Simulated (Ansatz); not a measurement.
# KBr: band gap under strain

Aim: follow the gap of KBr (rocksalt) through these states: +1.5 % strain along z alone; -1.0 % equal strain in all directions; +4.0 % biaxial strain in x and y, free along z. The table at the end shows which levels were run.

The runs shown are made with Ansatz 0.2.0. PAW datasets, plane waves. No spin polarisation and no zero-point or thermal motion.

**1. The system as given**

The unstrained cell was relaxed with r2SCAN; in each strained cell the atoms were relaxed again with r2SCAN. Names of k-points are those of the unstrained zone, where strain can split equivalent points. First state: +1.5 % strain along z alone.

Space group I4/mmm (No. 139), tetragonal; a = 4.670 Å, c = 6.704 Å in the conventional setting, 36.55 Å³ an atom. K has 6 Br at 3.30–3.35 Å; Br has 6 K at 3.30–3.35 Å.

The structure in full:

```
CELL_PARAMETERS angstrom
0.00000 3.30225 3.35178
3.30225 0.00000 3.35178
3.30225 3.30225 0.00000
ATOMIC_POSITIONS crystal
K 0.00000 0.00000 0.00000
Br 0.50000 0.50000 0.50000
```

From earlier runs on the unstrained cell: PBE 4.43 eV, r2SCAN 5.07 eV, HSE06 5.60 eV, G0W0 6.99 eV (on its mesh); a = 6.604 Å.

**2. +1.5 % strain along z alone: PBE**

The input, input.yaml:

```yaml
crystal:
  lattice:
    - [0.0, 3.3022478065, 3.3517815236]
    - [3.3022478065, 0.0, 3.3517815236]
    - [3.3022478065, 3.3022478065, 0.0]
  atoms:
    - { symbol: K, position: [0.0, 0.0, 0.0] }
    - { symbol: Br, position: [0.5, 0.5, 0.5] }
kpoints:
  mp_grid: { grid: [6, 6, 6] }
  band_path:
    path:
      - [0.0, 0.0, 0.0]
      - [0.5, 0.0, 0.5]
      - [0.625, 0.25, 0.625]
      - [0.375, 0.375, 0.75]
      - [0.5, 0.5, 0.5]
      - [0.5, 0.25, 0.75]
    npoints: 1
hamiltonian:
  xc: pbe
scf:
  occupations: { method: fermi_dirac, width: 0.02 }
  n_extra_bands: 4
output:
  forces: true
  stress: true
  eigenvalues: true
```

Started as:

```
ansatz run input.yaml --threads 2 --pin off --max-ram 2211MiB --backend cpu --events-out ev --progress --plain --runs-dir out
```

Further steps of the session: +1.5 % strain along z alone: r2SCAN; +1.5 % strain along z alone: HSE06; +1.5 % strain along z alone: G0W0@PBE; -1.0 % equal strain in all directions: PBE; -1.0 % equal strain in all directions: r2SCAN; -1.0 % equal strain in all directions: HSE06; -1.0 % equal strain in all directions: G0W0@PBE; +4.0 % biaxial strain in x and y, free along z: PBE; +4.0 % biaxial strain in x and y, free along z: r2SCAN; +4.0 % biaxial strain in x and y, free along z: HSE06; +4.0 % biaxial strain in x and y, free along z: G0W0@PBE.

Before running it: what results should come out?

As calculated:

Least gap in eV (negative: overlap), with the change from the unstrained cell in brackets. G0W0 is on its own coarse mesh.

```
                                         state  volume change (%)           PBE        r2SCAN         HSE06          G0W0
                   +1.5 % strain along z alone               +1.5  4.39 (-0.04)  5.03 (-0.04)  5.55 (-0.05)  6.95 (-0.04)
         -1.0 % equal strain in all directions               -3.0  4.51 (+0.08)  5.16 (+0.09)  5.69 (+0.09)  7.06 (+0.07)
+4.0 % biaxial strain in x and y, free along z               +7.2  4.24 (-0.19)  4.87 (-0.20)  5.39 (-0.21)  6.83 (-0.16)
```

What this shows: The largest move of the HSE06 gap in the table is -0.203 eV, under +4.0 % biaxial strain in x and y, free along z. PBE and HSE06 differ by 1.17 eV on the unstrained gap, and by at most 0.01 eV on its change: the two disagree on the size of the gap but agree on its response to strain. G0W0 here is at a finite number of bands, screening cutoff and k mesh, not at the basis limit.
